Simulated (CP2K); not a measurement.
**Te2Mo: band structure with PBEsol**

Slab: Te2Mo, a slab with vacuum.

```
Te Mo
1.0
     3.56023    0.00000    0.00000
    -1.78012    3.08325    0.00000
     0.00000    0.00000   17.52406
Te Mo
2 1
Direct
  0.33333 0.66667 0.10214
  0.33333 0.66667 0.89786
  0.00000 0.00000 0.00000
```

```yaml
Program: CP2K 2026.2
Task: band structure
Functional: PBEsol
Potentials_or_basis: POTENTIAL_UZH Te GTH-PBE-q6, Mo GTH-PBE-q14; TZVP-MOLOPT-PBE-GTH basis
Density_cutoff: 6123 eV
k_mesh: 9 × 9 × 2
Occupations: fermi-dirac, width 0.1 eV
Spin: no spin polarisation
SCF_solver: diagonalisation with k points
Quickstep_method: GPW
EPS_DEFAULT: 1.0E-9
EPS_SCF: 1.0E-6
MAX_SCF: 100
SCF_GUESS: ATOMIC
k_points_reduced_by_the_point_group: yes
Mesh_centred_on_Gamma: yes
CHOLESKY: OFF
EPS_EIGVAL: 1.0E-7
MIXING_METHOD: BROYDEN_MIXING
MIXING_ALPHA: 0.4
NBUFFER: 8
NGRIDS: 5
Basis_sets: Te TZVP-MOLOPT-PBE-GTH-q6, Mo TZVP-MOLOPT-PBE-GTH-q14
Potentials: Te GTH-PBE-q6 of POTENTIAL_UZH, Mo GTH-PBE-q14 of POTENTIAL_UZH
ADDED_MOS: "[15]"
Points_a_segment_of_the_path_NPOINTS: 8
Bands_added_on_the_path: 4
REL_CUTOFF_Ry: 60 Ry
MIXING_BETA_1/bohr: 1.5 1/bohr
CUTOFF_of_the_grids: 450 Ry
```

| Property | Result |
| --- | --- |
| Largest force | 0.296 eV/Å |
| Band gap on the k mesh | 1.05 eV, direct |
| Band gap along the path | 1.05 eV, direct |
| Mulliken charges | Te +0.29; Mo -0.58 e |

Forces on the atoms (eV/Å):
```
Te   0.000  0.000  0.296
Te   0.000  0.000 -0.296
Mo   0.000  0.000  0.000
```

Stress tensor (GPa, compression positive):
```
0.04 0.00 0.00
0.00 0.04 0.00
0.00 0.00 0.88
```

Levels at the corners of the path, in eV from the valence-band top:
```csv
point,band 10,band 11,band 12,band 13,band 14,band 15,band 16,band 17
Γ,-1.66,-0.94,-0.94,-0.40,3.06,3.06,3.35,3.35
M,-2.36,-1.59,-0.73,-0.36,1.42,1.73,3.34,3.72
K,-2.96,-2.95,-1.70,0.00,1.05,1.91,2.56,4.09
Γ,-1.66,-0.94,-0.94,-0.40,3.06,3.06,3.35,3.35
A,-1.66,-0.94,-0.94,-0.40,3.06,3.06,3.35,3.35
L,-2.36,-1.59,-0.73,-0.36,1.42,1.73,3.34,3.72
H,-2.96,-2.95,-1.70,0.00,1.05,1.91,2.56,4.09
A,-1.66,-0.94,-0.94,-0.40,3.06,3.06,3.35,3.35
L,-2.36,-1.59,-0.73,-0.36,1.42,1.73,3.34,3.72
M,-2.36,-1.59,-0.73,-0.36,1.42,1.73,3.34,3.72
K,-2.96,-2.95,-1.70,0.00,1.05,1.91,2.56,4.09
H,-2.96,-2.95,-1.70,0.00,1.05,1.91,2.56,4.09
```

It took 16 s on 2 threads of Arm Neoverse V1, on a shared host, peak memory 0.47 GiB.

Caveat: Mulliken charges move with the basis; the potentials were made for another functional, which shifts forces and pressure; spin-orbit coupling is left out, which moves the levels of the heavy elements; the basis of atomic orbitals isn't converged, which shifts pressures, moduli and gaps. Expect the measured gap to be larger: semilocal functionals such as PBEsol lack the derivative discontinuity.
